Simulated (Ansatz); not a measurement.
# CdTe: one input, then a changed one

The cell is COD entry 1010539, as deposited and not checked against the literature; nothing was relaxed. It differs from other determinations.

First run: DFT, PBEsol, all-electron LAPW, scalar-relativistic (Ansatz 0.2.0).

Command: `ansatz run input.yaml --threads 1 --pin off --max-ram 2048MiB --backend cpu --events-out ev --progress --plain --runs-dir out` The run took 8.2 s on 1 thread of AMD EPYC 9R45 96-Core Processor (Zen 5), on a shared host, peak memory 0.38 GiB.

```yaml
crystal:
  lattice:
    - [0.0, 3.205, 3.205]
    - [3.205, 0.0, 3.205]
    - [3.205, 3.205, 0.0]
  atoms:
    - { symbol: Cd, position: [0.0, 0.0, 0.0] }
    - { symbol: Te, position: [0.75, 0.75, 0.75] }
kpoints:
  mp_grid: { grid: [9, 9, 9] }
  band_path:
    path:
      - [0.0, 0.0, 0.0]
      - [-0.5, -0.5, 0.0]
      - [-0.375, -0.375, 0.25]
      - [-0.375, 0.0, 0.375]
      - [0.0, 0.0, 0.0]
      - [0.0, 0.0, 0.5]
      - [-0.5, -0.25, 0.25]
      - [-0.5, -0.5, 0.0]
    npoints: 5
scf:
  occupations: { method: fermi_dirac, width: 0.08 }
hamiltonian:
  xc: pbesol
  pseudopotentials: { kind: all_electron, lapw: { basis_error: 0.001 } }
output:
  forces: true
  stress: true
  eigenvalues: true
```

Result: converged; pressure 1.68 GPa; gap on the k mesh 0.76 eV (the mesh can miss the band edges); 7 SCF iterations.

No spin–orbit coupling, which matters for the heavy atoms here.

The input is then changed:

```diff
@@ -23,5 +23,5 @@
   occupations: { method: fermi_dirac, width: 0.08 }
 hamiltonian:
-  xc: pbesol
+  xc: revpbe
   pseudopotentials: { kind: all_electron, lapw: { basis_error: 0.001 } }
 output:
```

(1) Predict the outcome of the changed run.

Results:

(1) It converged; pressure 5.53 GPa; gap on the k mesh 0.99 eV (the mesh can miss the band edges); 7 SCF iterations.
